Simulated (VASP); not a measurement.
# WS2 (P6_3/mmc) in VASP: further runs

One crystal, WS2, is run at these levels: PBE+U; tasks: single point.

Program: VASP 6.6.1. These are calculated values, not measurements. Logs are shortened: lines on timing, memory, paths and dates and some standing lists are left out, and cuts for length are marked.

## (1) The structure

The structure is hexagonal, space group P6_3/mmc (No. 194). The conventional cell has a = 3.180 Å, b = 3.180 Å, c = 12.500 Å, α = 90.00°, β = 90.00°, γ = 120.00°. W (site symmetry -6m2) is surrounded by 6 S at 2.45 Å. S (site symmetry 3m) has 3 W at 2.45 Å as nearest neighbours.

## (2) Single point, PBE+U, collinear spin, typed start

File INCAR:

```
SYSTEM = WS2
  ALGO = Normal
  EDIFF = 1E-6
  ENCUT = 520
  GGA = PE
  ISIF = 2
  ISMEAR = 0
  ISPIN = 2
  LASPH = .TRUE.
  LCHARG = .FALSE.
  LDAU = .TRUE.
  LDAUJ = 0.9 0
  LDAUL = 2 -1
  LDAUPRINT = 1
  LDAUTYPE = 1
  LDAUU = 8 0
  LMAXMIX = 4
  LORBIT = 11
  LREAL = .FALSE.
  LWAVE = .FALSE.
  MAGMOM = 2 2 0 0 0 0
  NBANDS = 39
  NELM = 150
  PREC = Accurate
  SIGMA = 0.05
```

File KPOINTS:

```
k-points
0
G
  7 7 2
  0 0 0
```

File POSCAR:

```
WS2
1.0
    3.1799994900      0.0000000000      0.0000000000
   -1.5899997400      2.7539603400      0.0000000000
    0.0000000000      0.0000000000     12.4999993200
W S
2 4
Direct
    0.3333333333      0.6666666667      0.2500000000
    0.6666666667      0.3333333333      0.7500000000
    0.3333333333      0.6666666667      0.6200000000
    0.6666666667      0.3333333333      0.1200000000
    0.3333333333      0.6666666667      0.8800000000
    0.6666666667      0.3333333333      0.3800000000
```

Potentials or basis: VASP PAW PBE potentials, release 64 (W_sv, S).

Run with:

```sh
$ cat potpaw_PBE.64/W_sv/POTCAR potpaw_PBE.64/S/POTCAR > POTCAR
$ mpirun -np 1 vasp_std > vasp.out
```

OUTCAR:

```text
SYSTEM = WS2
   EDIFF = 1E-6
   ENCUT = 520
   GGA = PE
   ISIF = 2
   ISMEAR = 0
   ISPIN = 2
   LASPH = .TRUE.
   LORBIT = 11
   LREAL = .FALSE.
   NELM = 150
   PREC = Accurate

 ion  position               nearest neighbor table
   1  0.333  0.667  0.250-   4 2.45   6 2.45   4 2.45   6 2.45   4 2.45   6 2.45
   2  0.667  0.333  0.750-   3 2.45   5 2.45   3 2.45   5 2.45   3 2.45   5 2.45
   3  0.333  0.667  0.620-   2 2.45   2 2.45   2 2.45
   4  0.667  0.333  0.120-   1 2.45   1 2.45   1 2.45
   5  0.333  0.667  0.880-   2 2.45   2 2.45   2 2.45
   6  0.667  0.333  0.380-   1 2.45   1 2.45   1 2.45

  LATTYP: Found a hexagonal cell.
 ALAT       =     3.1799994900
 C/A-ratio  =     3.9308180266

  Lattice vectors:

 A1 = (   3.1799994900,   0.0000000000,   0.0000000000)
 A2 = (  -1.5899997400,   2.7539603400,   0.0000000000)
 A3 = (   0.0000000000,   0.0000000000,  12.4999993200)

Analysis of symmetry for initial positions (statically):
=====================================================================
 Subroutine PRICEL returns:
 Original cell was already a primitive cell.

 Routine SETGRP: Setting up the symmetry group for a
 hexagonal supercell.

 Subroutine GETGRP returns: Found 24 space group operations
 (whereof 12 operations were pure point group operations)
 out of a pool of 24 trial point group operations.

The static configuration has the point symmetry D_3d.
 The point group associated with its full space group is D_6h.

Analysis of symmetry for dynamics (positions and initial velocities):
=====================================================================
 Subroutine PRICEL returns:
 Original cell was already a primitive cell.

 Routine SETGRP: Setting up the symmetry group for a
 hexagonal supercell.

 Subroutine GETGRP returns: Found 24 space group operations
 (whereof 12 operations were pure point group operations)
 out of a pool of 24 trial point group operations.

The dynamic configuration has the point symmetry D_3d.
 The point group associated with its full space group is D_6h.

Analysis of structural, dynamic, and magnetic symmetry:
=====================================================================
 Subroutine PRICEL returns:
 Original cell was already a primitive cell.

 Routine SETGRP: Setting up the symmetry group for a
 hexagonal supercell.

 Subroutine GETGRP returns: Found 24 space group operations
 (whereof 12 operations were pure point group operations)
 out of a pool of 24 trial point group operations.

The overall configuration has the point symmetry D_3d.
 The point group associated with its full space group is D_6h.

 Subroutine INISYM returns: Found 24 space group operations
 (whereof 12 operations are pure point group operations),
 and found     1 'primitive' translations

----------------------------------------------------------------------------------------

                                     Primitive cell

[... 158 lines left out ...]
  o =  0.2911  v =  0.0000  0.8447  0.0000 -0.5352 -0.0000  0.0000  0.0000  0.0000  0.0000  0.0000      0.0000  0.0000  0.0000  0.0000  0.0000  0.0000  0.0000  0.0000  0.0000  0.0000
  o =  0.2911  v = -0.0000  0.5352  0.0000  0.8447 -0.0000  0.0000  0.0000  0.0000  0.0000  0.0000      0.0000  0.0000  0.0000  0.0000  0.0000  0.0000  0.0000  0.0000  0.0000  0.0000
  o =  0.3161  v =  0.0000  0.0000  0.0000  0.0000  0.0000 -0.9986  0.0000 -0.0000 -0.0000  0.0529      0.0000  0.0000  0.0000  0.0000  0.0000  0.0000  0.0000  0.0000  0.0000  0.0000
  o =  0.3161  v =  0.0000  0.0000  0.0000  0.0000  0.0000 -0.0529 -0.0000 -0.0000 -0.0000 -0.9986      0.0000  0.0000  0.0000  0.0000  0.0000  0.0000  0.0000  0.0000  0.0000  0.0000
  o =  0.3161  v =  0.9993 -0.0000  0.0000  0.0000 -0.0376  0.0000  0.0000  0.0000  0.0000  0.0000      0.0000  0.0000  0.0000  0.0000  0.0000  0.0000  0.0000  0.0000  0.0000  0.0000
  o =  0.3161  v = -0.0376 -0.0000 -0.0000 -0.0000 -0.9993  0.0000  0.0000  0.0000  0.0000  0.0000      0.0000  0.0000  0.0000  0.0000  0.0000  0.0000  0.0000  0.0000  0.0000  0.0000
  o =  0.3551  v = -0.0000 -0.0000  1.0000  0.0000 -0.0000  0.0000  0.0000  0.0000  0.0000  0.0000      0.0000  0.0000  0.0000  0.0000  0.0000  0.0000  0.0000  0.0000  0.0000  0.0000
  o =  0.3553  v =  0.0000  0.0000  0.0000  0.0000  0.0000 -0.0000 -0.0000  1.0000 -0.0000 -0.0000      0.0000  0.0000  0.0000  0.0000  0.0000  0.0000  0.0000  0.0000  0.0000  0.0000

atom =   2  type =  1  l = 2

 onsite density matrix

spin component  1

  0.3161 -0.0000 -0.0000  0.0000  0.0000
 -0.0000  0.2911  0.0000  0.0000  0.0000
 -0.0000  0.0000  0.3551  0.0000 -0.0000
  0.0000  0.0000  0.0000  0.2911 -0.0000
  0.0000  0.0000 -0.0000 -0.0000  0.3161

spin component  2

  0.3161  0.0000 -0.0000 -0.0000  0.0000
  0.0000  0.2911  0.0000  0.0000 -0.0000
 -0.0000  0.0000  0.3553 -0.0000 -0.0000
 -0.0000  0.0000 -0.0000  0.2911  0.0000
  0.0000 -0.0000 -0.0000  0.0000  0.3161

 occupancies and eigenvectors

  o =  0.2911  v =  0.0000  0.0000  0.0000  0.0000  0.0000 -0.0000  0.8447  0.0000 -0.5352 -0.0000      0.0000  0.0000  0.0000  0.0000  0.0000  0.0000  0.0000  0.0000  0.0000  0.0000
  o =  0.2911  v =  0.0000  0.0000  0.0000  0.0000  0.0000 -0.0000 -0.5352 -0.0000 -0.8447  0.0000      0.0000  0.0000  0.0000  0.0000  0.0000  0.0000  0.0000  0.0000  0.0000  0.0000
  o =  0.2911  v =  0.0000  0.8447  0.0000 -0.5352  0.0000  0.0000  0.0000  0.0000  0.0000  0.0000      0.0000  0.0000  0.0000  0.0000  0.0000  0.0000  0.0000  0.0000  0.0000  0.0000
  o =  0.2911  v = -0.0000  0.5352  0.0000  0.8447  0.0000  0.0000  0.0000  0.0000  0.0000  0.0000      0.0000  0.0000  0.0000  0.0000  0.0000  0.0000  0.0000  0.0000  0.0000  0.0000
  o =  0.3161  v =  0.0000  0.0000  0.0000  0.0000  0.0000 -0.9876  0.0000 -0.0000 -0.0000  0.1572      0.0000  0.0000  0.0000  0.0000  0.0000  0.0000  0.0000  0.0000  0.0000  0.0000
  o =  0.3161  v =  0.0000  0.0000  0.0000  0.0000  0.0000 -0.1572 -0.0000 -0.0000  0.0000 -0.9876      0.0000  0.0000  0.0000  0.0000  0.0000  0.0000  0.0000  0.0000  0.0000  0.0000
  o =  0.3161  v =  0.8474  0.0000  0.0000  0.0000 -0.5310  0.0000  0.0000  0.0000  0.0000  0.0000      0.0000  0.0000  0.0000  0.0000  0.0000  0.0000  0.0000  0.0000  0.0000  0.0000
  o =  0.3161  v = -0.5310  0.0000 -0.0000  0.0000 -0.8474  0.0000  0.0000  0.0000  0.0000  0.0000      0.0000  0.0000  0.0000  0.0000  0.0000  0.0000  0.0000  0.0000  0.0000  0.0000
  o =  0.3551  v = -0.0000 -0.0000  1.0000  0.0000 -0.0000  0.0000  0.0000  0.0000  0.0000  0.0000      0.0000  0.0000  0.0000  0.0000  0.0000  0.0000  0.0000  0.0000  0.0000  0.0000
  o =  0.3553  v =  0.0000  0.0000  0.0000  0.0000  0.0000 -0.0000 -0.0000  1.0000 -0.0000 -0.0000      0.0000  0.0000  0.0000  0.0000  0.0000  0.0000  0.0000  0.0000  0.0000  0.0000

 number of electron      52.0000007 magnetization      -0.0003439

 Free energy of the ion-electron system (eV)
  ---------------------------------------------------
  ext. energy  EPLUGINS =         0.00000000
  ---------------------------------------------------
  free energy    TOTEN  =       -31.60003826 eV

  energy without entropy =      -31.60003826  energy(sigma->0) =      -31.60003826

 E-fermi :   7.5782     XC(G=0): -10.8665

 val. band max:        7.2125983929   @ k =   0.0000   0.0000   0.0000
 cond. band min:       8.3462304376   @ k =   0.1429   0.1429   0.0000
 fundamental gap:      1.1336320447
 Fermi energy:         7.5782483541

 spin component 1

 k-point     1 :       0.0000    0.0000    0.0000
  band No.  band energies     occupation
      1     -68.5122      1.00000
      2     -68.5122      1.00000
      3     -32.6311      1.00000
      4     -32.6310      1.00000
      5     -32.5059      1.00000
      6     -32.5059      1.00000
[... 645 lines left out ...]
     37      14.1646      0.00000
     38      14.1646      0.00000
 Fermi energy:         7.5782483541

 spin component 2

 k-point     1 :       0.0000    0.0000    0.0000
  band No.  band energies     occupation
      1     -68.5122      1.00000
      2     -68.5122      1.00000
      3     -32.6312      1.00000
      4     -32.6312      1.00000
      5     -32.5058      1.00000
      6     -32.5058      1.00000
[... 645 lines left out ...]
     37      14.1646      0.00000
     38      14.1646      0.00000
 [bands above 38 left out]

------------------------ aborting loop because EDIFF is reached ----------------------------------------

  FORCE on cell =-STRESS in cart. coord.  units (eV):
  Direction    XX          YY          ZZ          XY          YZ          ZX
  --------------------------------------------------------------------------------------
  -------------------------------------------------------------------------------------
  Total        2.4693258      2.4693258     -0.4724428      0.0000000      0.0000000     -0.0000000
  in kB       36.1405086     36.1405085     -6.9145693      0.0000001      0.0000000     -0.0000000
  external PRESSURE =      21.7888159 kB  Pullay stress =       0.0000000 kB

 VOLUME and BASIS-vectors are now :
 -----------------------------------------------------------------------------
  energy-cutoff  :      520.00
  volume of cell :      109.47
      direct lattice vectors                 reciprocal lattice vectors
     3.179999490  0.000000000  0.000000000     0.314465459  0.181556717  0.000000000
    -1.589999740  2.753960340  0.000000000     0.000000000  0.363113435  0.000000000
     0.000000000  0.000000000 12.499999320     0.000000000  0.000000000  0.080000004

 POSITION                                       TOTAL-FORCE (eV/Angst)
 -----------------------------------------------------------------------------------
      0.00000      1.83597      3.12500         0.000000      0.000000      0.000000
      1.59000      0.91799      9.37500        -0.000000     -0.000000      0.000000
      0.00000      1.83597      7.75000        -0.000000     -0.000000      0.403442
      1.59000      0.91799      1.50000         0.000000      0.000000      0.403442
      0.00000      1.83597     11.00000        -0.000000     -0.000000     -0.403442
      1.59000      0.91799      4.75000         0.000000     -0.000000     -0.403442
 -----------------------------------------------------------------------------------
    total drift:                               -0.000000      0.000000     -0.000000

  FREE ENERGIE OF THE ION-ELECTRON SYSTEM (eV)
  ---------------------------------------------------
  free  energy   TOTEN  =       -31.6000382558 eV

  energy  without entropy=      -31.6000382558  energy(sigma->0) =      -31.60003826

 total charge

# of ion       s       p       d       tot
------------------------------------------
    1        2.335   6.327   3.091  11.753
    2        2.335   6.327   3.091  11.753
    3        1.361   2.363   0.000   3.724
    4        1.361   2.363   0.000   3.724
    5        1.361   2.363   0.000   3.724
    6        1.361   2.363   0.000   3.724
--------------------------------------------------
tot         10.112  22.106   6.182  38.400

 magnetization (x)

# of ion       s       p       d       tot
------------------------------------------
    1       -0.000   0.000   0.000   0.000
    2       -0.000   0.000   0.000   0.000
    3        0.000  -0.000   0.000  -0.000
    4        0.000  -0.000   0.000  -0.000
    5        0.000  -0.000   0.000  -0.000
    6        0.000  -0.000   0.000  -0.000
--------------------------------------------------
tot          0.000  -0.000   0.000  -0.000
```

It took 2 min on 1 thread of Intel Xeon Platinum 8259CL at 2.50GHz (Skylake/Cascade Lake), shared host; peak memory 0.31 GiB.

What came out:

```
Free energy                                           : -31.6000 eV
Pressure                                              : 2.2 GPa
Largest force                                         : 0.403 eV/Å
Band gap on the k mesh                                : 1.13 eV, indirect (least direct gap 2.22 eV)
Net moment                                            : 0.00 μB per cell
Valence electrons inside the program's atomic spheres : W 11.75; S 3.72
```

Forces on the atoms (eV/Å):
```
W    0.000  0.000  0.000
W    0.000  0.000  0.000
S    0.000  0.000  0.403
S    0.000  0.000  0.403
S    0.000  0.000 -0.403
S    0.000  0.000 -0.403
```

Stress tensor (GPa, compression positive):
```
 3.61  0.00  0.00
 0.00  3.61  0.00
 0.00  0.00 -0.69
```

Levels at points of the mesh, in eV from the valence-band top:
Spin up:
| k point | band 24 | band 25 | band 26 | band 27 | band 28 | band 29 |
| --- | --- | --- | --- | --- | --- | --- |
| (0.00, 0.00, 0.00) | -1.54 | -1.14 | 0.00 | 2.34 | 2.34 | 2.52 |
| (0.00, 0.00, 0.50) | -1.67 | -0.30 | -0.30 | 2.42 | 2.42 | 2.42 |
Spin down:
```tsv
k point	band 24	band 25	band 26	band 27	band 28	band 29
(0.00, 0.00, 0.00)	-1.54	-1.14	0.00	2.34	2.34	2.52
(0.00, 0.00, 0.50)	-1.67	-0.30	-0.30	2.42	2.42	2.42
```

Eigenvalues of the final occupation matrices:
| site | spin | trace | eigenvalues |
| --- | --- | --- | --- |
| site 1 d | 1 | 1.57 | 0.29 0.29 0.32 0.32 0.36 |
| site 1 d | 2 | 1.57 | 0.29 0.29 0.32 0.32 0.36 |
| site 2 d | 1 | 1.57 | 0.29 0.29 0.32 0.32 0.36 |
| site 2 d | 2 | 1.57 | 0.29 0.29 0.32 0.32 0.36 |

Caveat: spin-orbit coupling is left out, which moves the levels of the heavy elements; an odd mesh through Γ misses points on the zone boundary, where band edges often lie; this functional lacks dispersion, which binds the layers, so the pressure and a relaxed spacing across them are unreliable.

## (3) Single point, PBE+U, collinear spin, twin_end start

File INCAR:

```
SYSTEM = WS2
  PREC = Accurate
  ENCUT = 520
  EDIFF = 1E-6
  ISMEAR = 0
  SIGMA = 0.05
  LREAL = .False.
  LASPH = .True.
  NELM = 150
  ALGO = Normal
  ISIF = 2
  LWAVE = .False.
  LCHARG = .True.
  ISPIN = 2
  MAGMOM = -0.13 -0.13 0.04 0.04 0.04 0.04
  LORBIT = 11
  LMAXMIX = 4
  LDAU = .True.
  LDAUTYPE = 1
  LDAUL = 2 -1
  LDAUU = 8 0
  LDAUJ = 0.9 0
  LDAUPRINT = 1
  GGA = PE
  LELF = .True.
  LVHAR = .True.
  NBANDS = 39
```

File KPOINTS:

```
Automatic mesh
0
Gamma
  7 7 2
  0 0 0
```

POSCAR is that of step 2.

Potentials or basis: VASP PAW PBE potentials, release 64 (W_sv, S).

Run with:

```sh
$ cat potpaw_PBE.64/W_sv/POTCAR potpaw_PBE.64/S/POTCAR > POTCAR
$ mpirun -np 1 vasp_std > vasp.out
```

Run time: 2.1 min. Hardware: 1 thread of Intel Xeon Platinum 8259CL at 2.50GHz (Skylake/Cascade Lake), shared host; peak memory 0.32 GiB.

Results (log left out):

| Item | Value |
| --- | --- |
| Free energy | -31.6000 eV |
| Pressure | 2.2 GPa |
| Largest force | 0.403 eV/Å |
| Band gap on the k mesh | 1.13 eV, indirect (least direct gap 2.22 eV) |
| Net moment | 0.00 μB per cell |
| Valence electrons inside the program's atomic spheres | W 11.75; S 3.72 |

Forces in eV/Å, atoms in the order of the input:
```
W    0.000  0.000  0.000
W    0.000  0.000  0.000
S    0.000  0.000  0.403
S    0.000  0.000  0.403
S    0.000  0.000 -0.403
S    0.000  0.000 -0.403
```

Stress tensor (GPa, compression positive):
```
 3.62  0.00  0.00
 0.00  3.62  0.00
 0.00  0.00 -0.70
```

Levels at points of the mesh, in eV from the valence-band top:
Spin up:
| k point | band 23 | band 24 | band 25 | band 26 | band 27 | band 28 | band 29 | band 30 |
| --- | --- | --- | --- | --- | --- | --- | --- | --- |
| (0.00, 0.00, 0.00) | -1.64 | -1.54 | -1.14 | 0.00 | 2.34 | 2.34 | 2.52 | 2.52 |
| (0.00, 0.00, 0.50) | -1.67 | -1.67 | -0.30 | -0.30 | 2.42 | 2.42 | 2.42 | 2.42 |
Spin down:
| k point | band 24 | band 25 | band 26 | band 27 | band 28 | band 29 |
| --- | --- | --- | --- | --- | --- | --- |
| (0.00, 0.00, 0.00) | -1.54 | -1.14 | 0.00 | 2.34 | 2.34 | 2.52 |
| (0.00, 0.00, 0.50) | -1.67 | -0.30 | -0.30 | 2.42 | 2.42 | 2.42 |

Eigenvalues of the final occupation matrices:
| site | spin | trace | eigenvalues |
| --- | --- | --- | --- |
| site 1 d | 1 | 1.57 | 0.29 0.29 0.32 0.32 0.36 |
| site 1 d | 2 | 1.57 | 0.29 0.29 0.32 0.32 0.36 |
| site 2 d | 1 | 1.57 | 0.29 0.29 0.32 0.32 0.36 |
| site 2 d | 2 | 1.57 | 0.29 0.29 0.32 0.32 0.36 |

Caveat: spin-orbit coupling is left out, which moves the levels of the heavy elements; an odd mesh through Γ misses points on the zone boundary, where band edges often lie; this functional lacks dispersion, which binds the layers, so the pressure and a relaxed spacing across them are unreliable. The state reached can hang on the start; a lower one may exist.
